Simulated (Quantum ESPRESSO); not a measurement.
The system is CsSnI3.

```
CELL_PARAMETERS angstrom
6.20570 0.00000 0.00000
0.00000 6.20570 0.00000
0.00000 0.00000 6.20570
ATOMIC_POSITIONS crystal
Cs 0.00000 0.00000 0.00000
I 0.50000 0.50000 0.00000
I 0.50000 0.00000 0.50000
I 0.00000 0.50000 0.50000
Sn 0.50000 0.50000 0.50000
```

Base run:

| Item | Value |
| --- | --- |
| Program | Quantum ESPRESSO 7.5 |
| Functional | LDA |
| Potentials or basis | GBRV 1.5 LDA |
| Cutoff | 925 eV |
| Density cutoff | 7401 eV |
| k mesh | 5 × 5 × 5 |
| Occupations | fermi-dirac, width 0.05 eV |
| Spin | no spin polarisation |

Its results: pressure -1.6 GPa.

Problem. The run is repeated on the same cell with these changes: functional from LDA to PBEsol; potentials or basis from GBRV 1.5 LDA to GBRV 1.5 PBEsol. What comes out?

Solution. Pressure -0.7 GPa.

Caveats: the cell was measured hot, at 500 K.

Not every run made on this cell is shown here.
